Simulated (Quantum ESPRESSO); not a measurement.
**HgTe (Coloradoite): equation of state with SOGGA**

**Experimental background.**

A printed reference work, monograph reports, for a bulk crystal of HgTe: bulk modulus 43 GPa.

HgTe (Coloradoite):

```
CELL_PARAMETERS angstrom
0.00000 3.21450 3.21450
3.21450 0.00000 3.21450
3.21450 3.21450 0.00000
ATOMIC_POSITIONS crystal
Hg 0.00000 0.00000 0.00000
Te 0.75000 0.75000 0.75000
```

```yaml
Program: Quantum ESPRESSO 7.5
Task: equation of state
Functional: SOGGA
Potentials_or_basis: PseudoDojo 0.4.1 SR PBE standard
Cutoff: 1088 eV
Density_cutoff: 4354 eV
k_mesh: 7 × 7 × 7
Occupations: fermi-dirac, width 0.05 eV
Spin: no spin polarisation
```

| Property | Result |
| --- | --- |
| Equilibrium volume | 34.09 Å³/atom |
| Bulk modulus | 44 GPa |
| Pressure derivative of the bulk modulus | 5.2 |

Energy against volume, from the lowest point:
```tsv
volume (Å³/atom)	energy (meV/atom)
31.223	39.44
31.887	22.23
32.551	10.31
33.215	3.07
33.880	0.00
34.544	0.61
35.208	4.48
```

All runs of the series together: 4.1 min on 1 thread of Intel(R) Xeon(R) CPU @ 2.60GHz (Ice Lake), on a shared host.

Against the measured bulk modulus of HgTe, 43 GPa (a printed reference work, monograph), the calculated 44 GPa is off by +1.9 %. The fit is for a static lattice scaled at fixed shape and fixed fractional positions.

Caveat: the potentials were made for another functional, which shifts forces and pressure; SOGGA exchange is joined with the correlation of PBE here. Spin-orbit coupling is left out, which matters for the levels of Hg, Te.
